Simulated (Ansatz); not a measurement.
## ZrO2: a ladder of calculations

Cell of run 1: a refined structure from the COD, taken as it stands.

```cif
data_ZrO2
_symmetry_space_group_name_H-M 'P4_2/nmc:1'
_symmetry_Int_Tables_number 137
_cell_length_a 3.5961
_cell_length_b 3.5961
_cell_length_c 5.1770
_cell_angle_alpha 90.000
_cell_angle_beta 90.000
_cell_angle_gamma 90.000
loop_
_atom_site_label
_atom_site_type_symbol
_atom_site_symmetry_multiplicity
_atom_site_Wyckoff_symbol
_atom_site_fract_x
_atom_site_fract_y
_atom_site_fract_z
Zr Zr 2 a 0.0000 0.0000 0.0000
O O 4 d 0.0000 0.5000 0.2030
```

One atom of each set is listed.

Relaxed positions (PBE, cell held):

Zr (0.0000, 0.0000, 0.0000)
O (0.0000, 0.5000, 0.2012)

All runs are DFT with Ansatz 0.2.0 (plane waves and PAW, scalar-relativistic unless spin–orbit coupling is named, Γ-centred meshes, Fermi–Dirac smearing where given) in this cell.

Run 1: PBE, atoms as given; 420 eV, 8×8×6 k-points, smearing 0.02 eV.
Run 2: PBE, atoms relaxed; 420 eV, 8×8×6 k-points, smearing 0.02 eV.
Run 3: r2SCAN, at the relaxed atoms; 500 eV, 8×8×6 k-points, smearing 0.02 eV.
Run 4: PBE with spin–orbit coupling, at the relaxed atoms; 420 eV, 8×8×6 k-points, smearing 0.02 eV.
Run 5: LDA, at the relaxed atoms; 420 eV, 8×8×6 k-points, smearing 0.02 eV.
Run 6: PBEsol, at the relaxed atoms; 420 eV, 8×8×6 k-points, smearing 0.02 eV.

```tsv
run	Zr V_zz (η)	O V_zz (η)
1	4.81 (0.00)	0.89 (0.13)
2	5.23 (0.00)	0.92 (0.03)
3	5.29 (0.00)	0.95 (0.07)
4	5.24 (0.00)	0.92 (0.03)
5	?	?
6	5.20 (0.00)	1.03 (0.18)
```

V_zz in 10²¹ V/m².

Q: Estimate the row of run 5.

A: Zr: 5.31 (0.00); O: 1.11 (0.26). It lies nearest to run 6, from whose tensors on these sites it differs by 0.12 at most (largest principal value of the difference, on Zr). Taken one at a time, the positions of the atoms (as given or relaxed) move the tensors on these sites by up to 0.42 (largest principal value of the change, on Zr), the functional (between the two that differ most) by 0.26 (O), spin–orbit coupling by 0.01.

The cell isn't the equilibrium one in runs 1, 2, 4, 5 (calculated pressure 5, 6, 6, -7 GPa), and the entry's cell may itself be off.
